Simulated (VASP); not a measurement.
La2O3:

```
CELL_PARAMETERS angstrom
6.26678 0.00000 0.00000
-3.13339 5.42719 0.00000
0.00000 0.00000 3.29977
ATOMIC_POSITIONS crystal
La 0.33333 0.66667 0.50000
La 0.66667 0.33333 0.50000
O 0.49199 0.49199 0.00000
O 0.00000 0.50801 0.00000
O 0.50801 0.00000 0.00000
```

The cell comes from a database or a generator and needn't be the stable form of this composition.

```yaml
Program: VASP 6.6.1
Task: relaxation of cell and atoms
Functional: PBE
Potentials_or_basis: VASP PAW PBE potentials, release 64 (La, O)
Cutoff: 600 eV
k_mesh: 4 × 4 × 6
Occupations: gaussian, width 0.01 eV
Spin: no spin polarisation
```

At the start: pressure 1.8 GPa; volume 22.45 Å³/atom.

Q: Where does the relaxation end?

A: Over 13 steps the energy falls by 6.3 meV/atom and the volume is 23.04 Å³/atom (+2.6 %); space group P6/mmm (No. 191, to 0.05 Å).

The path:
| step | energy change (eV) | largest force (eV/Å) | pressure (GPa) | volume (Å³) |
| --- | --- | --- | --- | --- |
| 1 | 0.0000 | 0.0469 | 1.78 | 112.23 |
| 2 | -0.0221 | 0.0630 | -1.06 | 116.32 |
| 3 | -0.0241 | 0.0596 | -0.45 | 115.39 |
| 4 | -0.0267 | 0.0557 | 0.23 | 115.03 |
| 5 | -0.0276 | 0.0569 | 0.00 | 115.15 |
| 6 | -0.0280 | 0.0540 | 0.02 | 115.14 |
| 7 | -0.0292 | 0.0421 | 0.06 | 115.08 |
| 8 | -0.0307 | 0.0253 | 0.15 | 114.98 |
| 9 | -0.0310 | 0.0113 | 0.29 | 114.77 |
| 10 | -0.0313 | 0.0032 | 0.24 | 114.85 |
| 11 | -0.0315 | 0.0015 | -0.10 | 115.28 |
| 12 | -0.0316 | 0.0002 | -0.01 | 115.16 |
| 13 | -0.0316 | 0.0001 | 0.01 | 115.18 |

Final structure:
```
CELL_PARAMETERS angstrom
6.36376 0.00000 0.00000
-3.18188 5.51118 0.00000
0.00000 0.00000 3.28424
ATOMIC_POSITIONS crystal
La 0.33333 0.66667 0.50000
La 0.66667 0.33333 0.50000
O 0.50003 0.50003 0.00000
O 0.00000 0.49997 0.00000
O 0.49997 0.00000 0.00000
```
